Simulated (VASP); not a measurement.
Write the native input for VASP 6.6.1 that does the following.

```
Task                   : relaxation of cell and atoms
Functional             : PBE
Potentials or basis    : VASP PAW PBE potentials, release 64 (Mo_sv)
Cutoff                 : 600 eV
k mesh                 : 16 × 16 × 16
Occupations            : methfessel-paxton, width 0.1 eV
Spin                   : no spin polarisation
Target pressure        : 45 GPa
Further INCAR settings : ALGO = Normal; EDIFF = 1e-07; IBRION = 2; EDIFFG = -0.005; NSW = 90; ISIF = 3
Target pressure        : 45 GPa
```

The structure of Mo lies in POSCAR:

```
Mo                                      
1.0
   -1.5129867132      1.5129867132      1.5129867132
    1.5129867132     -1.5129867132      1.5129867132
    1.5129867132      1.5129867132     -1.5129867132
  Mo            
     1
Direct
     0.0000000000000000    0.0000000000000000    0.0000000000000000
```

These files were run (other wordings do the same):

INCAR

```
SYSTEM = Mo
PREC     = Accurate       ! precision mode
ENCUT    = 600            ! plane-wave cutoff, eV
EDIFF    = 1E-7           ! SCF threshold, eV
ISMEAR   = 1              ! smearing method
SIGMA    = 0.1            ! smearing width, eV
LREAL    = .False.        ! projectors in reciprocal space
LASPH    = .True.         ! aspherical terms in the spheres
NELM     = 80             ! most SCF steps
ALGO     = Normal         ! electronic algorithm
ISIF     = 3              ! what is computed and relaxed
LWAVE    = .False.        ! write WAVECAR
LCHARG   = .False.        ! write CHGCAR
GGA      = PE             ! functional
IBRION   = 2              ! ionic algorithm
NSW      = 90             ! ionic steps
EDIFFG   = -0.005         ! ionic threshold
PSTRESS  = 450.0        
KPAR     = 2
```

KPOINTS

```
regular mesh
0
Gamma
  16 16 16
  0 0 0
```

Potentials or basis: VASP PAW PBE potentials, release 64 (Mo_sv).

Run with:

```sh
$ cat potpaw_PBE.64/Mo_sv/POTCAR > POTCAR
$ mpirun -np 2 vasp_std > vasp.out
```

It gave:

| Property | Result |
| --- | --- |
| Pressure after relaxing | 45.0 GPa |
| Band gap on the k mesh | none (metal or under the smearing width) |

Caveat: the relaxation stopped at its first step, so nothing moved; the cell is relaxed towards a set pressure, so the enthalpy falls and the energy may rise.

Run time: 6.7 s on 2 MPI ranks on Intel(R) Xeon(R) Platinum 8488C (Sapphire Rapids) (shared host), peak memory 0.14 GiB a rank.
